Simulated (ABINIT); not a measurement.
Crystal: CaO.

```
Ca O
1.0
     0.00000    2.40356    2.40356
     2.40356    0.00000    2.40356
     2.40356    2.40356    0.00000
Ca O
1 1
Direct
  0.00000 0.00000 0.00000
  0.50000 0.50000 0.50000
```

The cell is a database's computed one.

* Program: ABINIT 10.8.3 (patched build)
* Task: relaxation of cell and atoms
* Functional: PBEsol
* Potentials or basis: PseudoDojo NC SR PBEsol v0.4.1 standard
* Cutoff: 1143 eV
* k mesh: 8 × 8 × 8
* Occupations: fermi-dirac, width 0.05 eV
* Spin: no spin polarisation

At the start: pressure -3.0 GPa; volume 13.89 Å³/atom.

Question: Where does the relaxation end?

Answer: Over 4 steps the energy falls by 3.6 meV/atom and the volume is 13.51 Å³/atom (-2.7 %); space group Fm-3m (No. 225, to 0.05 Å).

Step by step:
```
step  energy change (eV)  largest force (eV/Å)  pressure (GPa)  volume (Å³)
   1              0.0000                0.0000           -2.99        27.77
   2             -0.0040                0.0000           -2.03        27.52
   3             -0.0072                0.0000            0.08        27.00
   4             -0.0072                0.0000            0.00        27.02
```

Final structure:
```
Ca O
1.0
     0.00000    2.38165    2.38165
     2.38165    0.00000    2.38165
     2.38165    2.38165    0.00000
Ca O
1 1
Direct
  0.00000 0.00000 0.00000
  0.50000 0.50000 0.50000
```
